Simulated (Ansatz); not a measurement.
# Calculated field gradients at the nuclei for Si3N4

The cell is a structure deposited in the COD, its atoms then relaxed with PBE in this cell.

Space group P6_3/m (No. 176); a = 7.5950, c = 2.9023 Å, γ = 120.00°.

| site | Wyckoff | site symmetry | x | y | z |
| --- | --- | --- | --- | --- | --- |
| Si | 6h | m.. | 0.7673 | 0.1736 | 0.2500 |
| N7 | 6h | m.. | 0.0294 | 0.3297 | 0.2500 |
| N13 | 2d | -6.. | 0.3333 | 0.6667 | 0.7499 |

One atom of each set is listed.

The numbers come from a DFT calculation in Ansatz (PBE, plane waves and PAW (field gradients read without the response of the frozen cores, which leaves them typically 4 to 6 % off), scalar-relativistic, 420 eV cutoff, Γ-centred 4×4×10 k-points, Fermi–Dirac smearing 0.02 eV).

C_Q = eQV_zz/h, which is 24.18 MHz for Q = 1 b and V_zz = 10²¹ V/m²; η = (V_xx − V_yy)/V_zz. ν_Q = 3|C_Q|/[2I(2I − 1)].

14N: I = 1, Q = 20.44 mb. Quadrupole moments are those of Pyykkö's year-2017 table.

(1) Which values are expected at the nuclei?

Results:

(1) 

```
site  atoms     first shell  C_Q (MHz)     η  ν_Q (MHz)
  N7      6  3 Si at 1.73 Å      -2.52  0.07       3.78
 N13      2  3 Si at 1.73 Å      -2.49  0.00       3.73
```

An axis of threefold or higher order runs through N13, so V_zz lies along it and η is zero. At N7 V_zz stands upright on the plane through its three neighbours (within 3°).

Si has no stable isotope with a ground-state quadrupole moment in the table, so these sites are left out.

At this cell the PBE pressure is 6 GPa, so with PBE the cell would grow if it were relaxed.
